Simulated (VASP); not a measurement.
# Y (P6_3/mmc) in VASP: a series of runs

One crystal, Y, is run at these levels: PBE; tasks: relaxation of cell and atoms.

Everything below comes from runs of VASP 6.6.1. Logs are shortened: lines on timing, memory, paths and dates and some standing lists are left out, and cuts for length are marked.

## Step 1: The structure

Symmetry: P6_3/mmc, No. 194, hexagonal system. Conventional cell: a = 3.647 Å, b = 3.647 Å, c = 5.731 Å, α = 90.00°, β = 90.00°, γ = 120.00°. Y (site symmetry -6m2) is surrounded by 12 Y at 3.56 to 3.65 Å.

## Step 2: Relaxation of cell and atoms, PBE

Contents of INCAR:

```
ALGO     = Normal         # electronic algorithm
EDIFF    = 1E-6           # SCF threshold, eV
EDIFFG   = -0.01          # ionic threshold
ENCUT    = 600            # plane-wave cutoff, eV
GGA      = PE             # functional
IBRION   = 2              # ionic algorithm
ISIF     = 3              # what is computed and relaxed
ISMEAR   = 1              # smearing method
KPAR     = 2            
LASPH    = T              # aspherical terms in the spheres
LCHARG   = F              # write CHGCAR
LREAL    = F              # projectors in reciprocal space
LWAVE    = F              # write WAVECAR
NELM     = 80             # most SCF steps
NSW      = 90             # ionic steps
PREC     = Accurate       # precision mode
SIGMA    = 0.1            # smearing width, eV
```

Contents of KPOINTS:

```
k-points
0
Gamma
  12 12 7
```

Contents of POSCAR:

```
Y
1.0
    3.6474000000      0.0000000000      0.0000000000
   -1.8237000000      3.1587410578      0.0000000000
    0.0000000000      0.0000000000      5.7306000000
Y
2
Direct
    0.3333333333      0.6666666667      0.2500000000
    0.6666666667      0.3333333333      0.7500000000
```

Potentials or basis: VASP PAW PBE potentials, release 64 (Y_sv).

Started as:

```console
> cat potpaw_PBE.64/Y_sv/POTCAR > POTCAR
> mpirun -np 2 vasp_std > vasp.out
```

OUTCAR:

```text
EDIFF = 1E-6
   EDIFFG = -0.01
   ENCUT = 600
   GGA = PE
   IBRION = 2
   ISIF = 3
   ISMEAR = 1
   LASPH = T
   LREAL = F
   NELM = 80
   NSW = 90
   PREC = Accurate

 ion  position               nearest neighbor table
   1  0.333  0.667  0.250-   2 3.56   2 3.56   2 3.56   2 3.56   2 3.56   2 3.56
   2  0.667  0.333  0.750-   1 3.56   1 3.56   1 3.56   1 3.56   1 3.56   1 3.56

  LATTYP: Found a hexagonal cell.
 ALAT       =     3.6474000000
 C/A-ratio  =     1.5711465702

  Lattice vectors:

 A1 = (   3.6474000000,   0.0000000000,   0.0000000000)
 A2 = (  -1.8237000000,   3.1587410578,   0.0000000000)
 A3 = (   0.0000000000,   0.0000000000,   5.7306000000)

Analysis of symmetry for initial positions (statically):
=====================================================================
 Subroutine PRICEL returns:
 Original cell was already a primitive cell.

 Routine SETGRP: Setting up the symmetry group for a
 hexagonal supercell.

 Subroutine GETGRP returns: Found 24 space group operations
 (whereof 12 operations were pure point group operations)
 out of a pool of 24 trial point group operations.

The static configuration has the point symmetry D_3d.
 The point group associated with its full space group is D_6h.

Analysis of symmetry for dynamics (positions and initial velocities):
=====================================================================
 Subroutine PRICEL returns:
 Original cell was already a primitive cell.

 Routine SETGRP: Setting up the symmetry group for a
 hexagonal supercell.

 Subroutine GETGRP returns: Found 24 space group operations
 (whereof 12 operations were pure point group operations)
 out of a pool of 24 trial point group operations.

The dynamic configuration has the point symmetry D_3d.
 The point group associated with its full space group is D_6h.

 Subroutine INISYM returns: Found 24 space group operations
 (whereof 12 operations are pure point group operations),
 and found     1 'primitive' translations

----------------------------------------------------------------------------------------

                                     Primitive cell

  volume of cell :      66.0233

  direct lattice vectors                    reciprocal lattice vectors
     3.647400000  0.000000000  0.000000000     0.274167900  0.158290911  0.000000000
    -1.823700000  3.158741058  0.000000000     0.000000000  0.316581822  0.000000000
     0.000000000  0.000000000  5.730600000     0.000000000  0.000000000  0.174501797

  length of vectors
     3.647400000  3.647400000  5.730600000     0.316581822  0.316581822  0.174501797

  position of ions in fractional coordinates (direct lattice)
     0.333333333  0.666666667  0.250000000
     0.666666667  0.333333333  0.750000000

  ion indices of the primitive-cell ions
   primitive index   ion index
                 1           1
                 2           2

----------------------------------------------------------------------------------------

 KPOINTS: k-points

Automatic generation of k-mesh.
 Grid dimensions read from file:
 generate k-points for:   12   12    7

 Generating k-lattice:

  Cartesian coordinates                     Fractional coordinates (reciprocal lattice)
     0.022847325  0.013190909  0.000000000     0.083333333  0.000000000  0.000000000
     0.000000000  0.026381819  0.000000000     0.000000000  0.083333333  0.000000000
     0.000000000  0.000000000  0.024928828     0.000000000  0.000000000  0.142857143

  Length of vectors
     0.026381819  0.026381819  0.024928828

  Shift w.r.t. Gamma in fractional coordinates (k-lattice)
     0.000000000  0.000000000  0.000000000

 Subroutine IBZKPT returns following result:
 ===========================================

 Found     76 irreducible k-points:

 Following reciprocal coordinates:
            Coordinates               Weight
  0.000000  0.000000  0.000000      1.000000
  0.083333  0.000000  0.000000      6.000000
  0.166667  0.000000  0.000000      6.000000
  0.250000  0.000000  0.000000      6.000000
  0.333333  0.000000  0.000000      6.000000
  0.416667  0.000000  0.000000      6.000000
[... 16 lines left out ...]
  0.250000  0.000000  0.142857     12.000000
  0.333333  0.000000  0.142857     12.000000
 [... further k-points ...]
   k-points           NKPTS =     76   k-points in BZ     NKDIM =     76   number of bands    NBANDS=     15
   number of dos      NEDOS =    301   number of ions     NIONS =      2
   total plane-waves  NPLWV =  43200
   dimension x,y,z NGX =    30 NGY =   30 NGZ =   48
   dimension x,y,z NGXF=    60 NGYF=   60 NGZF=   96
   ions per type =               2
   NGX,Y,Z   is equivalent  to a cutoff of  13.67, 13.67, 13.92 a.u.
   NGXF,Y,Z  is equivalent  to a cutoff of  27.35, 27.35, 27.85 a.u.
 SYSTEM =  unknown system
   PREC   = accura    normal or accurate (medium, high low for compatibility)
   ISTART =      0    job   : 0-new  1-cont  2-samecut
   ICHARG =      2    charge: 1-file 2-atom 10-const
   ISPIN  =      1    spin polarized calculation?
   LNONCOLLINEAR =      F non collinear calculations
   LSORBIT =      F    spin-orbit coupling
   LASPH  =      T    aspherical Exc in radial PAW
   ENCUT  =  600.0 eV  44.10 Ry    6.64 a.u.   7.28  7.28 11.45*2*pi/ulx,y,z
   NELM   =     80;   NELMIN=  2; NELMDL= -5     # of ELM steps
   EDIFF  = 0.1E-05   stopping-criterion for ELM
   LREAL  =      F    real-space projection
   EDIFFG = -.1E-01   stopping-criterion for IOM
   NSW    =     90    number of steps for IOM
   IBRION =      2    ionic relax: 0-MD 1-quasi-New 2-CG
   NFREE  =      1    steps in history (QN), initial steepest desc. (CG)
   ISIF   =      3    stress and relaxation
   ISYM   =      2    0-nonsym 1-usesym 2-fastsym
   POTIM  = 0.5000    time-step for ionic-motion
   TEBEG  =    0.0;   TEEND  =   0.0 temperature during run
   PSTRESS=    0.0 pullay stress
   NELECT =      22.0000    total number of electrons
   NUPDOWN=      -1.0000    fix difference up-down
   EMIN   =  10.00;   EMAX   =-10.00  energy-range for DOS
   EFERMI =   0.00;   METHOD = LEGACY
   ISMEAR =     1;   SIGMA  =   0.10  broadening in eV -4-tet -1-fermi 0-gaus
   EFERMI_NEDOS =   21; number of points for ismear=-14 and -15
   IALGO  =     38    algorithm
   IMIX   =      4    mixing-type and parameters
     AMIX     =   0.40;   BMIX     =  1.00
     AMIX_MAG =   1.60;   BMIX_MAG =  1.00
  volume/ion in A,a.u.               =      33.01       222.77
  Fermi-wavevector in a.u.,A,eV,Ry     =   1.134967  2.144777 17.526345  1.288150
  Thomas-Fermi vector in A             =   2.271671
   LORBIT       =      0    0 simple, 1 ext, 2 COOP (PROOUT), +10 PAW based schemes
   GGA     = PE    functional components
   LHFCALC =     F    Hartree Fock is set to
   AEXX    =    0.0000 exact exchange contribution
   IVDW    =     0    specifies the selected vdW correction
   LEPSILON=     F    determine dielectric tensor
   LRPA    =     F    only Hartree local field effects (RPA)
 conjugate gradient relaxation of ions
 non-spin polarized calculation
 Methfessel and Paxton  Order N= 1 SIGMA  =   0.10
  energy-cutoff  :      600.00
  volume of cell :       66.02
 maximum number of plane-waves:      2237
 NGX is ok and might be reduce to    30
   NGX = 15   NGY = 15   NGZ = 23

--------------------------------------- Ionic step        1  -------------------------------------------

 number of electron      22.0000002 magnetization

 Free energy of the ion-electron system (eV)
  ---------------------------------------------------
  ext. energy  EPLUGINS =         0.00000000
  ---------------------------------------------------
  free energy    TOTEN  =       -12.86182468 eV

  energy without entropy =      -12.85967370  energy(sigma->0) =      -12.86110769

------------------------ aborting loop because EDIFF is reached ----------------------------------------

  FORCE on cell =-STRESS in cart. coord.  units (eV):
  Direction    XX          YY          ZZ          XY          YZ          ZX
  --------------------------------------------------------------------------------------
  -------------------------------------------------------------------------------------
  Total       -0.0087676     -0.0087676     -0.2680438      0.0000000      0.0000000      0.0000000
  in kB       -0.2127611     -0.2127611     -6.5045741      0.0000000      0.0000000      0.0000000
  external PRESSURE =      -2.3100321 kB  Pullay stress =       0.0000000 kB
[... 129 lines left out ...]
  energy  without entropy=      -12.8603474497  energy(sigma->0) =      -12.86212273

--------------------------------------- Ionic step        5  -------------------------------------------

 number of electron      22.0000001 magnetization

 Free energy of the ion-electron system (eV)
  ---------------------------------------------------
  ext. energy  EPLUGINS =         0.00000000
  ---------------------------------------------------
  free energy    TOTEN  =       -12.86299963 eV

  energy without entropy =      -12.86027422  energy(sigma->0) =      -12.86209116

 E-fermi :   2.9945     XC(G=0):  -9.4242

 val. band max:        2.9924881836   @ k =   0.2500   0.2500   0.4286
 cond. band min:       2.9950872481   @ k =   0.4167   0.0833   0.4286
 fundamental gap:      0.0025990645
 Fermi energy:         2.9944650916

 k-point     1 :       0.0000    0.0000    0.0000
  band No.  band energies     occupation
      1     -39.7025      2.00000
      2     -39.6266      2.00000
      3     -19.9793      2.00000
      4     -19.5097      2.00000
      5     -19.5097      2.00000
      6     -19.4161      2.00000
      7     -19.4161      2.00000
      8     -19.3733      2.00000
      9      -1.6909      2.00000
     10       1.1525      2.00000
     11       3.9458     -0.00000
     12       4.7247     -0.00000
     13       4.7247     -0.00000
     14       5.1136      0.00000
     15       5.3477      0.00000
[... 397 lines left out ...]
 k-point    24 :       0.3333    0.0000    0.1429
  band No.  band energies     occupation
      1     -39.6593      2.00000
      2     -39.6200      2.00000
      3     -19.8517      2.00000
      4     -19.7354      2.00000
      5     -19.6938      2.00000
      6     -19.5901      2.00000
      7     -19.4646      2.00000
      8     -19.4615      2.00000
      9       0.3300      2.00000
     10       2.1063      2.00000
     11       2.5229      2.00000
     12       3.1414     -0.05798
     13       4.3762     -0.00000
     14       4.7439     -0.00000
     15       4.7580     -0.00000

 [... further k-points ...]

------------------------ aborting loop because EDIFF is reached ----------------------------------------

  FORCE on cell =-STRESS in cart. coord.  units (eV):
  Direction    XX          YY          ZZ          XY          YZ          ZX
  --------------------------------------------------------------------------------------
  -------------------------------------------------------------------------------------
  Total       -0.0159101     -0.0159101     -0.0032832      0.0000000      0.0000000      0.0000000
  in kB       -0.3877194     -0.3877194     -0.0800086      0.0000000      0.0000000      0.0000000
  external PRESSURE =      -0.2851491 kB  Pullay stress =       0.0000000 kB
[... 17 lines left out ...]
  FREE ENERGIE OF THE ION-ELECTRON SYSTEM (eV)
  ---------------------------------------------------
  free  energy   TOTEN  =       -12.8629996288 eV

  energy  without entropy=      -12.8602742164  energy(sigma->0) =      -12.86209116

 reached required accuracy - stopping structural energy minimisation
```

Wall time 2.3 min (2 MPI ranks of Intel Xeon Platinum 8488C (Sapphire Rapids), shared host); peak memory 0.26 GiB.

What came out:

```
Free energy                            : -12.8630 eV
Relaxed volume                         : 32.87 Å³/atom
Relaxed cell                           : a = 3.657 Å, b = 3.657 Å, c = 5.678 Å, α = 90.00°, β = 90.00°, γ = 120.00°
Space group after relaxing (to 0.05 Å) : P6_3/mmc (No. 194)
Energy gained by relaxing              : 0.6 meV/atom
Ionic steps                            : 5
Pressure after relaxing                : 0.0 GPa
Band gap on the k mesh                 : none (metal or under the smearing width)
```

Step by step:
| step | energy change (eV) | largest force (eV/Å) | pressure (GPa) | volume (Å³) |
| --- | --- | --- | --- | --- |
| 1 | 0.0000 | 0.0000 | -0.23 | 66.02 |
| 2 | -0.0010 | 0.0000 | 0.07 | 65.57 |
| 3 | -0.0010 | 0.0000 | 0.11 | 65.49 |
| 4 | -0.0012 | 0.0000 | 0.04 | 65.65 |
| 5 | -0.0012 | 0.0000 | -0.03 | 65.75 |

Final structure:
```
Y
1.0
     3.65651    0.00000    0.00000
    -1.82826    3.16663    0.00000
     0.00000    0.00000    5.67808
Y
2
Direct
  0.33333 0.66667 0.25000
  0.66667 0.33333 0.75000
```

Levels at points of the mesh, in eV from the Fermi level:
```
           k point  band 7  band 8  band 9  band 10  band 11  band 12  band 13  band 14  band 15
(0.00, 0.00, 0.00)  -22.41  -22.37   -4.69    -1.84     0.95     1.73     1.73     2.12     2.35
(0.50, 0.00, 0.00)  -22.53  -22.46   -1.68    -1.18    -0.80    -0.14     1.42     1.44     2.11
```

## Step 3: Relaxation of cell and atoms, PBE

This run uses another cell than the first one, of 32.87 Å³/atom, 0.996 times its volume.

INCAR, as its differences from that of step 2:

```diff
@@ -1,4 +1,4 @@
 ALGO     = Normal         # electronic algorithm
-EDIFF    = 1E-6           # SCF threshold, eV
-EDIFFG   = -0.01          # ionic threshold
+EDIFF    = 1E-7           # SCF threshold, eV
+EDIFFG   = -0.005         # ionic threshold
 ENCUT    = 600            # plane-wave cutoff, eV
```

KPOINTS is that of step 2.

Contents of POSCAR:

```
Y                                       
1.0
    3.6565141795      0.0000000000      0.0000000000
   -1.8282570898      3.1666341688     -0.0000000000
    0.0000000000      0.0000000000      5.6780758559
  Y             
     2
Direct
     0.3333333332999970    0.6666666667000030    0.2500000000000000
     0.6666666667000030    0.3333333332999970    0.7500000000000000
```

Potentials or basis: VASP PAW PBE potentials, release 64 (Y_sv).

Started as:

```console
> cat potpaw_PBE.64/Y_sv/POTCAR > POTCAR
> mpirun -np 2 vasp_std > vasp.out
```

It took 87 s on 2 MPI ranks of Intel Xeon Platinum 8488C (Sapphire Rapids), shared host; peak memory 0.26 GiB.

It converged, with:

```yaml
Free_energy: -12.8630 eV
Relaxed_volume: 32.83 Å³/atom
Relaxed_cell: a = 3.654 Å, b = 3.654 Å, c = 5.677 Å, α = 90.00°, β = 90.00°, γ = 120.00°
Space_group_after_relaxing_to_0.05_Å: P6_3/mmc (No. 194)
Energy_gained_by_relaxing: 0.0 meV/atom
Ionic_steps: 3
Pressure_after_relaxing: 0.0 GPa
Band_gap_on_the_k_mesh: none (metal or under the smearing width)
```

Final structure:
```
Y
1.0
     3.65445    0.00000    0.00000
    -1.82722    3.16484    0.00000
     0.00000    0.00000    5.67741
Y
2
Direct
  0.33333 0.66667 0.25000
  0.66667 0.33333 0.75000
```

Levels at points of the mesh, in eV from the Fermi level:
```csv
k point,band 9,band 10,band 11,band 12,band 13,band 14
"(0.00, 0.00, 0.00)",-4.69,-1.84,0.95,1.73,1.73,2.12
"(0.50, 0.00, 0.00)",-1.68,-1.19,-0.80,-0.13,1.43,1.44
```

## Step 4: Relaxation of cell and atoms, PBE

Contents of INCAR:

```
PREC = Accurate ; ENCUT = 600
EDIFF = 1E-6 ; ISMEAR = 1
SIGMA = 0.1 ; LREAL = F
LASPH = T ; NELM = 80
ALGO = Normal ; ISIF = 3
LWAVE = F ; LCHARG = F
GGA = PE ; IBRION = 2
NSW = 90 ; EDIFFG = -0.01
```

Contents of KPOINTS:

```
regular mesh
0
Gamma
  12 12 7
```

Contents of POSCAR:

```
Y
1.0
    3.6474000000      0.0000000000      0.0000000000
   -1.8237000000      3.1587410578      0.0000000000
    0.0000000000      0.0000000000      5.7306000000
Y
2
Direct
    0.3333333333      0.6666666667      0.2500000000
    0.6666666667      0.3333333333      0.7500000000
```

Started as:

```console
> cat potpaw_PBE.64/Y_sv/POTCAR > POTCAR
> mpirun -np 1 vasp_std > vasp.out
```

Run time: 2.9 min. Hardware: 1 thread of AMD EPYC 9R45 (Zen 5), shared host; peak memory 0.24 GiB.

The run converged. Its results:

| Quantity | Value |
| --- | --- |
| Free energy | -12.8630 eV |
| Relaxed volume | 32.87 Å³/atom |
| Relaxed cell | a = 3.657 Å, b = 3.657 Å, c = 5.678 Å, α = 90.00°, β = 90.00°, γ = 120.00° |
| Space group after relaxing (to 0.05 Å) | P6_3/mmc (No. 194) |
| Energy gained by relaxing | 0.6 meV/atom |
| Ionic steps | 5 |
| Pressure after relaxing | 0.0 GPa |
| Band gap on the k mesh | none (metal or under the smearing width) |

Step by step:
| step | energy change (eV) | largest force (eV/Å) | pressure (GPa) | volume (Å³) |
| --- | --- | --- | --- | --- |
| 1 | 0.0000 | 0.0000 | -0.23 | 66.02 |
| 2 | -0.0010 | 0.0000 | 0.07 | 65.57 |
| 3 | -0.0010 | 0.0000 | 0.11 | 65.49 |
| 4 | -0.0012 | 0.0000 | 0.04 | 65.65 |
| 5 | -0.0012 | 0.0000 | -0.03 | 65.75 |

Final structure:
```xyz
2
Lattice="3.6565 0.0000 0.0000 -1.8283 3.1666 0.0000 0.0000 0.0000 5.6781" Properties=species:S:1:pos:R:3 pbc="T T T"
Y     0.0000    2.1111    1.4195
Y     1.8283    1.0555    4.2586
```

Levels at points of the mesh, in eV from the Fermi level:
```
           k point  band 8  band 9  band 10  band 11  band 12  band 13  band 14  band 15
(0.00, 0.00, 0.00)  -22.37   -4.69    -1.84     0.95     1.73     1.73     2.12     2.35
(0.50, 0.00, 0.00)  -22.46   -1.68    -1.18    -0.80    -0.14     1.42     1.44     2.11
```
